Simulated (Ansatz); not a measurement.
# BaZrO3: the cost of one run

All numbers are computed with Ansatz 0.2.0, driven from Python. Level of theory: DFT PBE, plane waves, PAW.

### Step 1. The system

The structure is cubic, space group Pm-3m (No. 221). Conventional cell: a = 4.191 Å, b = 4.191 Å, c = 4.191 Å, α = 90.00°, β = 90.00°, γ = 90.00°. Around Ba (site symmetry m-3m) lie 12 O at 2.96 Å. Around Zr (site symmetry m-3m) lie 6 O at 2.10 Å. Around O (site symmetry 4/mmm) lie 2 Zr at 2.10 Å and 4 Ba at 2.96 Å.

No structure file is read: the coordinates are typed or built in the script.

### Step 2. Script

bazro3.py

```python
'''Energy of BaZrO3 under shear strain, ions carried with the cell.'''

import logging
import sys
import warnings

import ansatz as az
import numpy as np

logging.basicConfig(stream=sys.stdout, format='%(levelname)s %(message)s')
logger = logging.getLogger('ansatz_job')
logger.setLevel(logging.INFO)

VECTORS = np.array([
    [4.19134, 0.0, 0.0],
    [0.0, 4.19134, 0.0],
    [0.0, 0.0, 4.19134],
])
SITES = [
    ('Ba', (0.0, 0.0, 0.0)),
    ('Zr', (0.5, 0.5, 0.5)),
    ('O', (0.0, 0.5, 0.5)),
    ('O', (0.5, 0.0, 0.5)),
    ('O', (0.5, 0.5, 0.0)),
]


def build(cell):
    crystal = az.Crystal(lattice=az.Lattice.of(cell))
    for symbol, position in SITES:
        crystal = crystal.atom(symbol, position)
    return crystal

warnings.simplefilter('ignore', az.DeckWarning)

# clamped ions: the fractional positions stay as typed
values = np.linspace(-0.03, 0.03, 7)
energies = []
for d in values:
    strain = np.array([[0, d / 2, 0], [d / 2, 0, 0], [0, 0, 0]])
    cell = VECTORS @ (np.eye(3) + strain)
    job = (
        build(cell).calculation()
        .pseudopotentials('paw')
        .functional('pbe')
        .occupations('gaussian', width=0.05)
        .basis(520)
        .kpoints(6, 6, 6)
        .stress()
    )
    summary = job.run(threads=1, backend='cpu').report
    energies.append(summary['free_energy_ev'] / len(SITES))
    s = summary['stress_gpa']
    logger.info(f'd = {d:+.4f}  stress xx yy zz xy (GPa, compression positive): {s[0][0]:8.3f} {s[1][1]:8.3f} {s[2][2]:8.3f} {s[0][1]:8.3f}')
energies = np.array(energies)

for value, e in zip(values, energies):
    logger.info(f'strain {value:7.3f}   E - Emin = {1000 * (e - energies.min()):9.3f} meV/atom')
curvature = 2 * np.polyfit(values, energies, 3)[1]
volume = abs(np.linalg.det(VECTORS)) / len(SITES)
logger.info(f'd2E/dd2 over the volume: {curvature / volume * 160.21766:.1f} GPa')
```

### Step 3. The calls as engine input

The package turns the script's settings into the engine's input (first run):

```yaml
crystal:
  lattice:
    - [4.19134, -0.0628701, 0.0]
    - [-0.0628701, 4.19134, 0.0]
    - [0.0, 0.0, 4.19134]
  atoms:
    - { symbol: Ba, position: [0.0, 0.0, 0.0] }
    - { symbol: Zr, position: [0.5, 0.5, 0.5] }
    - { symbol: O, position: [0.0, 0.5, 0.5] }
    - { symbol: O, position: [0.5, 0.0, 0.5] }
    - { symbol: O, position: [0.5, 0.5, 0.0] }
basis:
  ecutwfc: 520.0
kpoints:
  mp_grid:
    grid: [6, 6, 6]
hamiltonian:
  xc: pbe
  pseudopotentials:
    kind: paw
scf:
  occupations:
    method: gaussian
    width: 0.05
output:
  stress: true
```

### Step 4. Launch

Command:

```
$ python bazro3.py
```

**Question.** How long does this script take on 1 thread of Arm Neoverse V1, shared host, and how much memory does it need?

About 44 s, with a peak of 0.37 GiB.
